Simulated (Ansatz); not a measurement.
# GaSe: the cost of one run

Method: DFT HSE06, scalar-relativistic, plane waves, PAW, in Ansatz 0.2.0.

2 further runs of the same task are left out: 2 set aside as unsound or not needed.

## 1. The system as given

The structure is hexagonal, space group P6_3/mmc (No. 194). The conventional cell has a = 3.769 Å, b = 3.769 Å, c = 15.965 Å, α = 90.00°, β = 90.00°, γ = 120.00°. Ga (site symmetry 3m) is surrounded by 1 Ga at 2.44 Å and 3 Se at 2.47 Å. Se (site symmetry 3m) has 3 Ga at 2.47 Å as nearest neighbours.

As a file:

```xyz
8
Lattice="3.7695 0.0000 0.0000 -1.8847 3.2645 0.0000 0.0000 0.0000 15.9652" Properties=species:S:1:pos:R:3 pbc="T T T"
Ga    0.0000    2.1763    2.7697
Ga    1.8847    1.0882   10.7523
Ga    0.0000    2.1763    5.2129
Ga    1.8847    1.0882   13.1955
Se    0.0000    2.1763    9.5743
Se    1.8847    1.0882    1.5917
Se    0.0000    2.1763   14.3735
Se    1.8847    1.0882    6.3909
```

It is the result of an earlier relaxation at this level (volume 24.56 Å³/atom; gap on the mesh: 0.87 eV).

## 2. The same geometry with HSE06

input.yaml reads:

```yaml
crystal:
  lattice:
    - [3.7694983729, 0.0, 0.0]
    - [-1.8847491864, 3.2644813504, 0.0]
    - [0.0, 0.0, 15.9651751005]
  atoms:
    - { symbol: Ga, position: [0.3333333333, 0.6666666667, 0.1734826705] }
    - { symbol: Ga, position: [0.6666666667, 0.3333333333, 0.6734826705] }
    - { symbol: Ga, position: [0.3333333333, 0.6666666667, 0.3265173295] }
    - { symbol: Ga, position: [0.6666666667, 0.3333333333, 0.8265173295] }
    - { symbol: Se, position: [0.3333333333, 0.6666666667, 0.5996966671] }
    - { symbol: Se, position: [0.6666666667, 0.3333333333, 0.0996966671] }
    - { symbol: Se, position: [0.3333333333, 0.6666666667, 0.9003033329] }
    - { symbol: Se, position: [0.6666666667, 0.3333333333, 0.4003033329] }
basis:
  ecutwfc: 420
kpoints:
  mp_grid: { grid: [6, 6, 2] }
  band_path:
    path:
      - [[0.0, 0.0, 0.0], [0.5, 0.0, 0.0], [0.33333333, 0.33333333, 0.0], [0.0, 0.0, 0.0], [0.0, 0.0, 0.5], [0.5, 0.0, 0.5], [0.33333333, 0.33333333, 0.5], [0.0, 0.0, 0.5]]
      - [[0.5, 0.0, 0.5], [0.5, 0.0, 0.0]]
      - [[0.33333333, 0.33333333, 0.5], [0.33333333, 0.33333333, 0.0]]
    npoints: 4
hamiltonian:
  xc: hse06
scf:
  occupations: { method: gaussian, width: 0.02 }
output:
  forces: true
  stress: true
  eigenvalues: true
  populations: true
  dos: { projected: true, de: 0.02 }
  bader: false
  write_density: true
  write_potential: true
  elf: true
  volumetric_format: npy
```

The run is started by

```bash
$ ansatz run input.yaml --threads 8 --pin off --max-ram 22528MiB --backend cpu --events-out ev --progress --plain --runs-dir out
```

**Question.** How long does this run take on 8 threads of Intel Xeon Platinum 8259CL at 2.50GHz (Skylake/Cascade Lake), shared host, and how much memory does it need?

About 20 min, with a peak of 4.9 GiB.
